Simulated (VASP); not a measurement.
Input of a VASP 6.6.1 run:

INCAR

```
SYSTEM = KTaO3
PREC     = Accurate       ! precision mode
ENCUT    = 600            ! plane-wave cutoff, eV
EDIFF    = 1E-8           ! SCF threshold, eV
ISMEAR   = 0              ! smearing method
SIGMA    = 0.03           ! smearing width, eV
LREAL    = .False.        ! projectors in reciprocal space
LASPH    = .True.         ! aspherical terms in the spheres
NELM     = 80             ! most SCF steps
ALGO     = Normal         ! electronic algorithm
ISIF     = 2              ! what is computed and relaxed
LWAVE    = .False.        ! write WAVECAR
LCHARG   = .False.        ! write CHGCAR
GGA      = PS             ! functional
LEPSILON = .True.         ! dielectric tensor by DFPT
KPAR     = 2
```

KPOINTS

```
regular mesh
0
Monkhorst
  10 10 10
  0 0 0
```

The input POSCAR:

```
KTaO3                                   
1.0
    3.9890690789      0.0000000000      0.0000000000
    0.0000000000      3.9890690789      0.0000000000
    0.0000000000      0.0000000000      3.9890690789
  K               Ta              O             
     1     1     3
Direct
     0.5000000000000000    0.5000000000000000    0.5000000000000000
     0.0000000000000000    0.0000000000000000    0.0000000000000000
     0.5000000000000000    0.0000000000000000    0.0000000000000000
     0.0000000000000000    0.5000000000000000    0.0000000000000000
     0.0000000000000000    0.0000000000000000    0.5000000000000000
```

Potentials or basis: VASP PAW PBE potentials, release 64 (K_sv, Ta_pv, O).

Run with:

```console
$ cat potpaw_PBE.64/K_sv/POTCAR potpaw_PBE.64/Ta_pv/POTCAR potpaw_PBE.64/O/POTCAR > POTCAR
$ mpirun -np 2 vasp_std > vasp.out
```

Task: Estimate the electronic dielectric tensor (diagonal).

Result: 5.52.

Task: Predict the Born charges (mean of the diagonal).

Result: K +1.15; Ta +8.78; O -3.31 e.

Electronic dielectric tensor:
```
5.52 0.00 0.00
0.00 5.52 0.00
0.00 0.00 5.52
```

 The run has no spin-orbit coupling, so splittings on Ta are missing.
